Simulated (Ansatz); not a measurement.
**How far is PAW off for RbCl?**

```yaml
crystal:
  lattice:
    - [0.00000, 3.30871, 3.30871]
    - [3.30871, 0.00000, 3.30871]
    - [3.30871, 3.30871, 0.00000]
  atoms:
    - { symbol: Rb, position: [0.00000, 0.00000, 0.00000] }
    - { symbol: Cl, position: [0.50000, 0.50000, 0.50000] }
```

Atoms are numbered in the order listed.

The cell is the one relaxed in the Materials Project (mp-23295), not relaxed further here; entries there can be hypothetical.

Methods: DFT, PBEsol, PAW with Ansatz's default frozen-core files, scalar-relativistic (Ansatz 0.2.0); DFT, PBEsol, all-electron LAPW, scalar-relativistic (Ansatz 0.2.0).

For PAW: a Γ-centred 8×8×8 k mesh, Fermi–Dirac smearing of 0.02 eV, cutoff 420 eV, no spin polarisation; the PAW files were made with PBE, and the program remakes their frozen cores for this functional. LAPW targets a basis error of 1 meV/atom. The Ansatz runs share mesh, smearing and spin set-up. Plane-wave (PAW) pressures include the program's estimate of the Pulay term.

Stress and pressure are positive in compression.

Levels count from the top of the valence band.

PAW results:

```tsv
quantity	PAW
pressure (GPa)	-0.51
band gap (eV)	4.800
highest filled level at W (eV)	-0.244
lowest empty level at W (eV)	7.531
highest filled level at X (eV)	-0.105
lowest empty level at X (eV)	6.101
highest filled level at Γ (eV)	0.000
lowest empty level at Γ (eV)	4.800
```

(1) What does LAPW (all electrons) give for the same quantities?

## Answers

(1) 
```tsv
quantity	LAPW
pressure (GPa)	-0.51
band gap (eV)	4.800
highest filled level at W (eV)	-0.244
lowest empty level at W (eV)	7.531
highest filled level at X (eV)	-0.104
lowest empty level at X (eV)	6.101
highest filled level at Γ (eV)	0.000
lowest empty level at Γ (eV)	4.800
```
